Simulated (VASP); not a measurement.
# C (P6_3/mmc) in VASP: a series of runs

The runs below take C through single point, with PBE.

Program: VASP 6.6.1. These are calculated values, not measurements. Logs are shortened: lines on timing, memory, paths and dates and some standing lists are left out, and cuts for length are marked.

**1. The crystal as given**

Symmetry: P6_3/mmc, No. 194, hexagonal system. The conventional cell has a = 2.467 Å, b = 2.467 Å, c = 8.488 Å, α = 90.00°, β = 90.00°, γ = 120.00°. C (site symmetry -6m2) has 3 C at 1.42 Å as nearest neighbours. C (site symmetry -6m2) is surrounded by 3 C at 1.42 Å.

**2. Single point, PBE**

Contents of INCAR:

```
PREC = Accurate ; ENCUT = 520
EDIFF = 1E-6 ; ISMEAR = -1
SIGMA = 0.05 ; LREAL = False
LASPH = True ; NELM = 100
ALGO = Normal ; ISIF = 2
LWAVE = False ; LCHARG = False
GGA = PE ; NBANDS = 16
```

Contents of KPOINTS:

```
Automatic mesh
0
Gamma
  15 15 5
```

Contents of POSCAR:

```
C
1.0
    2.4665708696      0.0000000000      0.0000000000
   -1.2332854348      2.1361130333      0.0000000000
    0.0000000000      0.0000000000      8.4881236773
C
4
Direct
    0.0000000000      0.0000000000      0.2500000000
    0.0000000000      0.0000000000      0.7500000000
    0.3333333333      0.6666666667      0.2500000000
    0.6666666667      0.3333333333      0.7500000000
```

Potentials or basis: VASP PAW PBE potentials, release 64 (C).

The run is started by

```
> cat potpaw_PBE.64/C/POTCAR > POTCAR
> mpirun -np 1 vasp_std > vasp.out
```

OUTCAR:

```text
PREC = Accurate
   ENCUT = 520
   EDIFF = 1E-6
   ISMEAR = -1
   LREAL = False
   LASPH = True
   NELM = 100
   ISIF = 2
   GGA = PE

 ion  position               nearest neighbor table
   1  0.000  0.000  0.250-   3 1.42   3 1.42   3 1.42
   2  0.000  0.000  0.750-   4 1.42   4 1.42   4 1.42
   3  0.333  0.667  0.250-   1 1.42   1 1.42   1 1.42
   4  0.667  0.333  0.750-   2 1.42   2 1.42   2 1.42

  LATTYP: Found a hexagonal cell.
 ALAT       =     2.4665708696
 C/A-ratio  =     3.4412648677

  Lattice vectors:

 A1 = (   2.4665708696,   0.0000000000,   0.0000000000)
 A2 = (  -1.2332854348,   2.1361130333,   0.0000000000)
 A3 = (   0.0000000000,   0.0000000000,   8.4881236773)

Analysis of symmetry for initial positions (statically):
=====================================================================
 Subroutine PRICEL returns:
 Original cell was already a primitive cell.

 Routine SETGRP: Setting up the symmetry group for a
 hexagonal supercell.

 Subroutine GETGRP returns: Found 24 space group operations
 (whereof 12 operations were pure point group operations)
 out of a pool of 24 trial point group operations.

The static configuration has the point symmetry D_3d.
 The point group associated with its full space group is D_6h.

Analysis of symmetry for dynamics (positions and initial velocities):
=====================================================================
 Subroutine PRICEL returns:
 Original cell was already a primitive cell.

 Routine SETGRP: Setting up the symmetry group for a
 hexagonal supercell.

 Subroutine GETGRP returns: Found 24 space group operations
 (whereof 12 operations were pure point group operations)
 out of a pool of 24 trial point group operations.

The dynamic configuration has the point symmetry D_3d.
 The point group associated with its full space group is D_6h.

 Subroutine INISYM returns: Found 24 space group operations
 (whereof 12 operations are pure point group operations),
 and found     1 'primitive' translations

----------------------------------------------------------------------------------------

                                     Primitive cell

  volume of cell :      44.7229

[... 82 lines left out ...]
 SYSTEM =  unknown system
   PREC   = accura    normal or accurate (medium, high low for compatibility)
   ISTART =      0    job   : 0-new  1-cont  2-samecut
   ICHARG =      2    charge: 1-file 2-atom 10-const
   ISPIN  =      1    spin polarized calculation?
   LNONCOLLINEAR =      F non collinear calculations
   LSORBIT =      F    spin-orbit coupling
   LASPH  =      T    aspherical Exc in radial PAW
   ENCUT  =  520.0 eV  38.22 Ry    6.18 a.u.   4.59  4.59 15.78*2*pi/ulx,y,z
   NELM   =    100;   NELMIN=  2; NELMDL= -5     # of ELM steps
   EDIFF  = 0.1E-05   stopping-criterion for ELM
[... 8 lines left out ...]
   TEBEG  =    0.0;   TEEND  =   0.0 temperature during run
   PSTRESS=    0.0 pullay stress
   NELECT =      16.0000    total number of electrons
   NUPDOWN=      -1.0000    fix difference up-down
   EMIN   =  10.00;   EMAX   =-10.00  energy-range for DOS
   EFERMI =   0.00;   METHOD = LEGACY
   ISMEAR =    -1;   SIGMA  =   0.05  broadening in eV -4-tet -1-fermi 0-gaus
   EFERMI_NEDOS =   21; number of points for ismear=-14 and -15
   IALGO  =     38    algorithm
   IMIX   =      4    mixing-type and parameters
     AMIX     =   0.40;   BMIX     =  1.00
     AMIX_MAG =   1.60;   BMIX_MAG =  1.00
  volume/ion in A,a.u.               =      11.18        75.45
  Fermi-wavevector in a.u.,A,eV,Ry     =   1.162175  2.196193 18.376729  1.350651
  Thomas-Fermi vector in A             =   2.298739
   LORBIT       =      0    0 simple, 1 ext, 2 COOP (PROOUT), +10 PAW based schemes
   GGA     = PE    functional components
   LHFCALC =     F    Hartree Fock is set to
   AEXX    =    0.0000 exact exchange contribution
   IVDW    =     0    specifies the selected vdW correction
   LEPSILON=     F    determine dielectric tensor
   LRPA    =     F    only Hartree local field effects (RPA)
 non-spin polarized calculation
  energy-cutoff  :      520.00
  volume of cell :       44.72
 maximum number of plane-waves:      1226
   NGX =  9   NGY =  9   NGZ = 31

 number of electron      15.9999993 magnetization

 Free energy of the ion-electron system (eV)
  ---------------------------------------------------
  ext. energy  EPLUGINS =         0.00000000
  ---------------------------------------------------
  free energy    TOTEN  =       -36.90238800 eV

  energy without entropy =      -36.90041011  energy(sigma->0) =      -36.90139905

 E-fermi :   2.8239     XC(G=0):  -8.7506

 val. band max:        2.8236321299   @ k =   0.3333   0.3333   0.2000
 cond. band min:       2.8244068703   @ k =   0.3333   0.3333   0.4000
 fundamental gap:      0.0007747404
 Fermi energy:         2.8239421638

 k-point     1 :       0.0000    0.0000    0.0000
  band No.  band energies     occupation
      1     -16.7088      2.00000
      2     -16.6713      2.00000
      3      -5.0292      2.00000
      4      -4.5319      2.00000
      5      -0.2200      2.00000
      6      -0.2200      2.00000
[... 433 lines left out ...]
      3      -9.8576      2.00000
      4      -9.8497      2.00000
      5      -6.0209      2.00000
      6      -6.0110      2.00000
[... 8 lines left out ...]
     15      14.3383      0.00000
     16      14.5961      0.00000

 [... further k-points ...]

------------------------ aborting loop because EDIFF is reached ----------------------------------------

  FORCE on cell =-STRESS in cart. coord.  units (eV):
  Direction    XX          YY          ZZ          XY          YZ          ZX
  --------------------------------------------------------------------------------------
  -------------------------------------------------------------------------------------
  Total        0.1545912      0.1545912     -0.0062840      0.0000000     -0.0000000      0.0000000
  in kB        5.5381654      5.5381654     -0.2251232      0.0000000     -0.0000000      0.0000000
  external PRESSURE =       3.6170692 kB  Pullay stress =       0.0000000 kB

 VOLUME and BASIS-vectors are now :
 -----------------------------------------------------------------------------
  energy-cutoff  :      520.00
  volume of cell :       44.72
      direct lattice vectors                 reciprocal lattice vectors
     2.466570870  0.000000000  0.000000000     0.405421151  0.234070010  0.000000000
    -1.233285435  2.136113033  0.000000000     0.000000000  0.468140021  0.000000000
     0.000000000  0.000000000  8.488123677     0.000000000  0.000000000  0.117811667

 POSITION                                       TOTAL-FORCE (eV/Angst)
 -----------------------------------------------------------------------------------
      0.00000      0.00000      2.12203         0.000000     -0.000000      0.000000
      0.00000      0.00000      6.36609        -0.000000      0.000000      0.000000
     -0.00000      1.42408      2.12203         0.000000      0.000000      0.000000
      1.23329      0.71204      6.36609        -0.000000     -0.000000     -0.000000
 -----------------------------------------------------------------------------------
    total drift:                                0.000000     -0.000000      0.000000

  FREE ENERGIE OF THE ION-ELECTRON SYSTEM (eV)
  ---------------------------------------------------
  free  energy   TOTEN  =       -36.9023879973 eV

  energy  without entropy=      -36.9004101093  energy(sigma->0) =      -36.90139905
```

OSZICAR:

```text
N       E                     dE             d eps       ncg     rms          rms(c)
DAV:   1     0.433062876195E+02    0.43306E+02   -0.76722E+03  2592   0.899E+02
DAV:   2    -0.358566048828E+02   -0.79163E+02   -0.71484E+02  3568   0.190E+02
DAV:   3    -0.393561129368E+02   -0.34995E+01   -0.34734E+01  3520   0.386E+01
DAV:   4    -0.393932442363E+02   -0.37131E-01   -0.37111E-01  3256   0.480E+00
DAV:   5    -0.393939330122E+02   -0.68878E-03   -0.68870E-03  3464   0.624E-01    0.892E+00
DAV:   6    -0.375343441676E+02    0.18596E+01   -0.13591E+00  3072   0.690E+00    0.523E+00
DAV:   7    -0.368897731488E+02    0.64457E+00   -0.17297E+00  3192   0.785E+00    0.143E+00
DAV:   8    -0.369025656823E+02   -0.12793E-01   -0.64987E-02  3064   0.148E+00    0.199E-01
DAV:   9    -0.369020551016E+02    0.51058E-03   -0.11649E-03  3512   0.230E-01    0.109E-01
DAV:  10    -0.369023814587E+02   -0.32636E-03   -0.98283E-04  2912   0.191E-01    0.584E-02
DAV:  11    -0.369023853481E+02   -0.38894E-05   -0.18680E-05  3416   0.286E-02    0.105E-02
DAV:  12    -0.369023878173E+02   -0.24692E-05   -0.23124E-06  3008   0.135E-02    0.463E-03
DAV:  13    -0.369023879973E+02   -0.17999E-06   -0.35338E-07  2664   0.395E-03
   1 F= -.36902388E+02 E0= -.36901399E+02  d E =-.197789E-02
```

stdout:

```text
POSCAR found type information on POSCAR C
 POSCAR found :  1 types and       4 ions
 scaLAPACK will be used
 LDA part: xc-table for (Slater+PW92), standard interpolation
 POSCAR, INCAR and KPOINTS ok, starting setup
 FFT: planning ... GRIDC
 FFT: planning ... GRID_SOFT
 FFT: planning ... GRID
 WAVECAR not read
 entering main loop
```

Run time: 35 s. Hardware: 1 thread of Intel Xeon Platinum 8259CL at 2.50GHz (Skylake/Cascade Lake), shared host; peak memory 0.17 GiB.

What came out:

- Free energy: -36.9024 eV
- Pressure: 0.4 GPa
- Band gap on the k mesh: none (metal or under the smearing width)

Caveat: this functional lacks dispersion, which binds the layers, so the pressure and a relaxed spacing across them are unreliable.

**3. Single point, PBE, non-collinear spin, zero start, spin-orbit coupling**

Contents of INCAR:

```
SYSTEM = C
ALGO     = Fast           ! electronic algorithm
EDIFF    = 1E-6           ! SCF threshold, eV
ENCUT    = 520            ! plane-wave cutoff, eV
GGA      = PE             ! functional
GGA_COMPAT= .FALSE.      
ISIF     = 2              ! what is computed and relaxed
ISMEAR   = -1             ! smearing method
LASPH    = .TRUE.         ! aspherical terms in the spheres
LCHARG   = .FALSE.        ! write CHGCAR
LORBIT   = 11             ! projections on sites
LORBMOM  = .TRUE.       
LREAL    = .FALSE.        ! projectors in reciprocal space
LSORBIT  = .TRUE.         ! spin-orbit coupling
LWAVE    = .FALSE.        ! write WAVECAR
MAGMOM   = 0 0 0 0 0 0 0 0 0 0 0 0 ! initial moments
NBANDS   = 30             ! bands
NELM     = 150            ! most SCF steps
PREC     = Accurate       ! precision mode
SIGMA    = 0.05           ! smearing width, eV
```

Contents of KPOINTS:

```
k-points
0
G
  15 15 5
  0 0 0
```

POSCAR is that of step 2.

Potentials or basis: VASP PAW PBE potentials, release 64 (C).

The run is started by

```
> cat potpaw_PBE.64/C/POTCAR > POTCAR
> mpirun -np 1 vasp_ncl > vasp.out
```

Run time: 3.8 min. Hardware: 1 thread of Intel Xeon Platinum 8259CL at 2.50GHz (Skylake/Cascade Lake), shared host; peak memory 0.31 GiB.

The run converged. Its results:

```
Free energy                                           : -36.9024 eV
Pressure                                              : 0.4 GPa
Net moment                                            : 0.00 μB per cell
Valence electrons inside the program's atomic spheres : C 2.65
```

Stress tensor (GPa, compression positive):
```
0.58 0.00 0.00
0.00 0.58 0.00
0.00 0.00 0.10
```

Moments on the atoms (μB; x, y, z):
```
C   0.00 0.00 0.00
C   0.00 0.00 0.00
C   0.00 0.00 0.00
C   0.00 0.00 0.00
```

Caveat: this functional lacks dispersion, which binds the layers, so the pressure and a relaxed spacing across them are unreliable.
